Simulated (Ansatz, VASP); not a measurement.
# Cross-check of Hf15AlO32 between VASP and Ansatz

One calculation is typed for both programs; each brings its own data sets and cutoff. How far apart do they land? The structure shown is the end of the VASP relaxation below.

Program: Ansatz 0.2.0. Level of theory: plane waves, with VASP 6.6.1 beside it; single point at PBEsol. Results are calculated unless marked as measured.

### 1. The starting structure

The cell holds 48 atoms: 1 Al, 15 Hf and 32 O. Cell: a = 9.447 Å, b = 8.418 Å, c = 9.447 Å, α = 110.8°, β = 113.9°, γ = 108.2°. It derives from HfO2. Nearest the centre at fractional (0.582, 0.492, 0.367): Al1 at 0.24 Å, O17 at 1.89 Å, O33 at 1.98 Å, O37 at 2.00 Å, O24 at 2.04 Å, O29 at 2.10 Å, O45 at 2.20 Å, O42 at 2.47 Å. The cell carries charge −1.

### 2. VASP: relaxation, PBEsol

This run makes the geometry at which the two programs are then compared.

Lines of VASP's logs that name or quote its potential files are left out, and so is its time.

The input, INCAR:

```
SYSTEM = Hf15AlO32
PREC = Normal
ENCUT = 400
EDIFF = 1E-05
NELM = 120
ISMEAR = 0
SIGMA = 0.05
LREAL = Auto
ALGO = Fast
GGA = PS
NELECT = 256
NBANDS = 168
LASPH = .TRUE.
LORBIT = 11
LWAVE = True
LCHARG = .FALSE.
KPAR = 4
NCORE = 2
IBRION = 2
NSW = 50
ISIF = 2
EDIFFG = -0.03
POTIM = 0.4
MAXMIX = 40
ISYM = 0
```

The input, POSCAR:

```
Hf15AlO32
1.0
   -5.9673531359      5.1550931108      5.2013982443
    4.2103679987     -5.1550931108      5.1530429213
    5.9673531359      5.1550931108     -5.2013982443
Al Hf O
1 15 32
Direct
    0.5852304300      0.4944742100      0.3706138500
    0.0818768200      0.9923264200      0.3670382700
    0.0818768200      0.4923264200      0.8670382700
    0.5818768200      0.9923264200      0.8670382700
    0.8747118500      0.7576735800      0.8395504000
    0.3747118500      0.2576735800      0.8395504000
    0.3747118500      0.7576735800      0.3395504000
    0.8747118500      0.2576735800      0.3395504000
    0.4181231800      0.5076735800      0.6329617300
    0.9181231800      0.0076735800      0.6329617300
    0.9181231800      0.5076735800      0.1329617300
    0.4219557100      0.0159824400      0.1412015400
    0.1252881500      0.2423264200      0.1604496000
    0.6252881500      0.7423264200      0.1604496000
    0.6252881500      0.2423264200      0.6604496000
    0.1252881500      0.7423264200      0.6604496000
    0.5084004100      0.4591707000      0.1221475200
    0.0048688100      0.9563200200      0.1176422900
    0.0048688100      0.4563200200      0.6176422900
    0.5048688100      0.9563200200      0.6176422900
    0.6613222700      0.7936799800      0.7985487900
    0.1613222700      0.2936799800      0.7985487900
    0.1613222700      0.7936799800      0.2985487900
    0.6640264600      0.2934222700      0.3027137100
    0.4951311900      0.5436799800      0.8823577100
    0.9951311900      0.0436799800      0.8823577100
    0.9951311900      0.5436799800      0.3823577100
    0.4951311900      0.0436799800      0.3823577100
    0.3388113700      0.2067624000      0.2057158300
    0.8386777300      0.7063200200      0.2014512100
    0.8386777300      0.2063200200      0.7014512100
    0.3386777300      0.7063200200      0.7014512100
    0.8576529800      0.7090529000      0.5937028500
    0.3616918800      0.2143103300      0.5947293400
    0.3616918800      0.7143103300      0.0947293400
    0.8616918800      0.2143103300      0.0947293400
    0.3781227400      0.5385450300      0.4018855100
    0.8804190100      0.0356896700      0.3973815500
    0.8804190100      0.5356896700      0.8973815500
    0.3804190100      0.0356896700      0.8973815500
    0.1383081200      0.2856896700      0.4052706600
    0.6428280300      0.7841146000      0.4140031500
    0.6383081200      0.2856896700      0.9052706600
    0.1383081200      0.7856896700      0.9052706600
    0.6198720900      0.4625088600      0.6021430200
    0.1195809900      0.9643103300      0.6026184500
    0.1195809900      0.4643103300      0.1026184500
    0.6195809900      0.9643103300      0.1026184500
```

The input, KPOINTS:

```
Automatic mesh
0
Gamma
2 2 2
0 0 0
```

The projector-augmented-wave data sets are Al, Hf and O (PBE family, release 64).

Started as:

```
> mpirun -np 8 vasp_std
```

Numbers of over 12 decimals in the logs are rounded to 6 here.

Log:

```text
[banner, memory and clock lines left out]
running    8 mpi-ranks, on    1 nodes
[...]
|                                                                             |
|               ----> ADVICE to this user running VASP <----                  |
|                                                                             |
|     You enforced a specific xc type in the INCAR file but a different       |
|     [... a line on the potential file left out ...]
|     I HOPE YOU KNOW WHAT YOU ARE DOING!                                     |
|                                                                             |

 LDA part: xc-table for (Slater+PW92), standard interpolation
 POSCAR, INCAR and KPOINTS ok, starting setup
[...]
entering main loop
       N       E                     dE             d eps       ncg     rms          rms(c)
DAV:   1     0.122165472896E+04    0.12217E+04   -0.11478E+05  2688   0.116E+03
DAV:   2    -0.463823903358E+03   -0.16855E+04   -0.16242E+04  3352   0.286E+02
[...]
1 F= -.49537909E+03 E0= -.49537909E+03  d E =-.495379E+03
[... from here on, the cycles between the ionic steps are left out ...]
   2 F= -.49567530E+03 E0= -.49567530E+03  d E =-.296212E+00
  17 F= -.49599634E+03 E0= -.49599634E+03  d E =-.139470E-01
  18 F= -.49600392E+03 E0= -.49600392E+03  d E =-.758257E-02
  19 F= -.49600402E+03 E0= -.49600402E+03  d E =-.767901E-02
  20 F= -.49600784E+03 E0= -.49600784E+03  d E =-.381608E-02
  21 F= -.49600788E+03 E0= -.49600788E+03  d E =-.385570E-02
  22 F= -.49600957E+03 E0= -.49600957E+03  d E =-.168962E-02
  23 F= -.49600960E+03 E0= -.49600960E+03  d E =-.172117E-02
  24 F= -.49601040E+03 E0= -.49601040E+03  d E =-.803083E-03
  25 F= -.49601040E+03 E0= -.49601040E+03  d E =-.803663E-03
  26 F= -.49601087E+03 E0= -.49601087E+03  d E =-.467480E-03
  27 F= -.49601087E+03 E0= -.49601087E+03  d E =-.464566E-03
  28 F= -.49601113E+03 E0= -.49601113E+03  d E =-.266617E-03
  29 F= -.49601113E+03 E0= -.49601113E+03  d E =-.266614E-03
  30 F= -.49601131E+03 E0= -.49601131E+03  d E =-.182294E-03
 trial-energy change:   -0.000182  1 .order   -0.000171   -0.000374    0.000032
 step:   1.0417(harm=  1.0417)  dis= 0.00123  next Energy=  -496.011305 (dE=-0.172E-03)
 reached required accuracy - stopping structural energy minimisation
 writing wavefunctions
```

OUTCAR, selected parts (step 2):

```text
  Total      -19.4558544    -21.6709030    -15.7982658     -3.5435278     -1.0805874      2.3900421
  in kB      -57.4245271    -63.9623082    -46.6290467    -10.4588267     -3.1893855      7.0542797
  external PRESSURE =     -56.0052940 kB  Pullay stress =       0.0000000 kB

 POSITION                                       TOTAL-FORCE (eV/Angst)
 -----------------------------------------------------------------------------------
      0.65738      2.44069      3.47623        -0.002257     -0.003448     -0.001082
      5.85662     -2.78729      3.66432         0.005602      0.012050      0.007177
      6.77335      2.34402     -1.55440        -0.005714      0.000395      0.003211
      5.90079      2.35230      3.61757        -0.011946     -0.000355     -0.004516
      2.94111      4.87508      4.08376         0.009746     -0.013963     -0.014926
      3.95747      4.97836     -1.10026        -0.007122      0.005893     -0.002983
      2.93908     -0.15892      4.09562        -0.001149      0.019519     -0.012500
     -2.10050      4.91033      4.10736         0.002110     -0.008042     -0.003614
      3.40134      2.80649      1.51386        -0.006853      0.008231      0.007286
     -1.68151      7.92163      1.50764         0.018463      0.007358     -0.010139
     -2.55015      2.80896      6.70997         0.001943      0.003882      0.001574
     -1.66690      2.81625      1.50378         0.012622     -0.013673      0.015666
      1.19437      0.25534      1.10178        -0.018159      0.013725     -0.015614
      0.37446      0.27755      6.22945        -0.006732     -0.002052     -0.003863
[...]
-----------------------------------------------------------------------------------
    total drift:                                0.039199      0.033071      0.006334

  FREE ENERGIE OF THE ION-ELECTRON SYSTEM (eV)
  ---------------------------------------------------
  free  energy   TOTEN  =      -496.0113149914 eV

  energy  without entropy=     -496.0113149914  energy(sigma->0) =     -496.01131499

 reached required accuracy - stopping structural energy minimisation

[... 2 further parts left out ...]
```

The cell is charged against a uniform background. The gap is read on the k-mesh alone, so it is an upper bound where the band edges lie off the mesh. The data set Hf keeps the semicore shell frozen, which is cheaper and a little less accurate.

(Continued in part 2 of 2.)

[Lines on the potential files, build, host, timing and source positions are cut from VASP's logs without a mark.]

[Logs are printed without paths, hosts, clocks, repeated set-up lines and the standing remarks that a program may print on its own settings, such as how far it seeks lower states.]

[Hosts, paths, dates, database ids (printed as entryN), source tags and the programs' standing remarks are cut or masked in the printed files.]
